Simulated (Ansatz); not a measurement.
**C3H9N: basis-set convergence**

One table from this session's results is given with a row withheld; the runs are named, their logs left out.

Method: one geometry, several basis sets; program: Ansatz 0.2.0, Gaussian basis.

Plan: PBE0-D4/def2-SVP; ωB97M-V/def2-SVP; PBE0-D4/def2-QZVPP; ωB97M-V/def2-QZVPP; the functionals' def2-TZVPP values are taken from earlier runs.

### Structure used throughout

The geometry comes from an earlier relaxation with PBE0-D4 in a triple-zeta def2 set; it is a stationary point, not always the lowest conformer.

SMILES `CCCN`, 13 atoms, charge 0, spin multiplicity 1.

Atoms are counted from 1 here; the program's logs count them from 0.

Bond lengths: C1–C2 1.519 Å, C1–H5 1.094 Å, C1–H6 1.092 Å, C1–H7 1.094 Å, C2–C3 1.523 Å, C2–H8 1.097 Å, C2–H9 1.097 Å, C3–N4 1.452 Å, C3–H10 1.096 Å, C3–H11 1.096 Å, N4–H12 1.013 Å, N4–H13 1.013 Å. Angles: C2–C1–H5 111.1°, C2–C1–H6 111.7°, C2–C1–H7 111.1°, H5–C1–H6 107.6°, H5–C1–H7 107.4°, H6–C1–H7 107.6°, C1–C2–C3 112.8°, C1–C2–H8 109.9°, C1–C2–H9 109.9°, C3–C2–H8 108.9°, C3–C2–H9 108.9°, H8–C2–H9 106.2°, C2–C3–N4 116.2°, C2–C3–H10 109.2°, C2–C3–H11 109.2°, N4–C3–H10 108.0°, N4–C3–H11 108.0°, H10–C3–H11 105.7° and more.

As a file:

```xyz
13

C    -1.0809    1.2270   -0.5609
C    -0.4234    0.2236    0.3708
C     0.7221   -0.5322   -0.2901
N     1.4049   -1.5124    0.5359
H    -1.4909    0.7326   -1.4462
H    -1.8989    1.7583   -0.0698
H    -0.3608    1.9740   -0.9068
H    -1.1676   -0.4992    0.7266
H    -0.0435    0.7356    1.2631
H     0.3483   -1.0448   -1.1837
H     1.4684    0.1856   -0.6494
H     0.7508   -2.2132    0.8642
H     1.7920   -1.0695    1.3609
```

Set-up of the first run:

in.yaml reads:

```yaml
crystal:
  periodic: [false, false, false]
  atoms:
    - {symbol: C, position_ang: [-1.080918, 1.226959, -0.560916]}
    - {symbol: C, position_ang: [-0.423441, 0.223585, 0.370808]}
    - {symbol: C, position_ang: [0.722126, -0.532170, -0.290109]}
    - {symbol: N, position_ang: [1.404857, -1.512418, 0.535924]}
    - {symbol: H, position_ang: [-1.490943, 0.732593, -1.446203]}
    - {symbol: H, position_ang: [-1.898909, 1.758271, -0.069836]}
    - {symbol: H, position_ang: [-0.360811, 1.973979, -0.906832]}
    - {symbol: H, position_ang: [-1.167623, -0.499179, 0.726616]}
    - {symbol: H, position_ang: [-0.043486, 0.735639, 1.263122]}
    - {symbol: H, position_ang: [0.348325, -1.044834, -1.183740]}
    - {symbol: H, position_ang: [1.468360, 0.185605, -0.649368]}
    - {symbol: H, position_ang: [0.750849, -2.213189, 0.864243]}
    - {symbol: H, position_ang: [1.792015, -1.069540, 1.360891]}
basis:
  gaussian: {orbitals: def2-SVP}
hamiltonian: {xc: pbe0, dispersion: d4}
output: {orbitals: {seedname: orbitals}}
```

Launch:

```bash
$ ansatz run in.yaml --threads 4 --pin off --events-out ev --progress --plain --max-ram 10444MiB
```

Among the steps run: PBE0-D4 in def2-SVP; ωB97M-V in def2-SVP; PBE0-D4 in def2-QZVPP; ωB97M-V in def2-QZVPP.

One of the session's tables, all rows but one given; the rest of the session is left out.

It belongs to the step «Density functionals: the series». 

```
functional       basis  HOMO (eV)  LUMO (eV)
   PBE0-D4    def2-SVP      -6.51       1.84
   PBE0-D4  def2-TZVPP      -6.77       1.12
   PBE0-D4  def2-QZVPP          ?          ?
   ωB97M-V    def2-SVP      -8.92       3.47
   ωB97M-V  def2-TZVPP      -9.18       2.52
   ωB97M-V  def2-QZVPP      -9.23       1.91
```

Q: Estimate the row for PBE0-D4, def2-QZVPP from the others.

The run gave: HOMO (eV): -6.82; LUMO (eV): 0.73. In the column «HOMO (eV)» it lies between ωB97M-V, def2-SVP (-8.92) and PBE0-D4, def2-TZVPP (-6.77).
